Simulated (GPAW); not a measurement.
**CsSnI3 in GPAW: the effect of functional**

CsSnI3:

```xyz
5
Lattice="6.2057 0.0000 0.0000 0.0000 6.2057 0.0000 0.0000 0.0000 6.2057" Properties=species:S:1:pos:R:3 pbc="T T T"
Cs    0.0000    0.0000    0.0000
I     3.1029    3.1029    0.0000
I     3.1029    0.0000    3.1029
I     0.0000    3.1029    3.1029
Sn    3.1029    3.1029    3.1029
```

Alike in all runs:

```yaml
Program: GPAW 26.7.0
Task: band structure
Cutoff: 600 eV
Basis: pw
k_mesh: 5 × 5 × 5
Occupations: fermi-dirac, width 0.05 eV
Spin: no spin polarisation
```

| functional | potentials or basis | pressure (GPa) |
| --- | --- | --- |
| LDA | the program's PAW data sets (release 1.2.1) made for this functional | ? |
| r2SCAN | GPAW PAW data sets (gpaw-data 1.2.1) | 0.1 |
| PBE | GPAW PAW data sets (gpaw-data 1.2.1) | 0.5 |

Q: What does the run with functional LDA give?

A: Pressure -1.6 GPa.

Caveats: the cell was measured hot, at 500 K; the PAW data sets were made with another functional, which shifts forces and pressure a little (some runs).
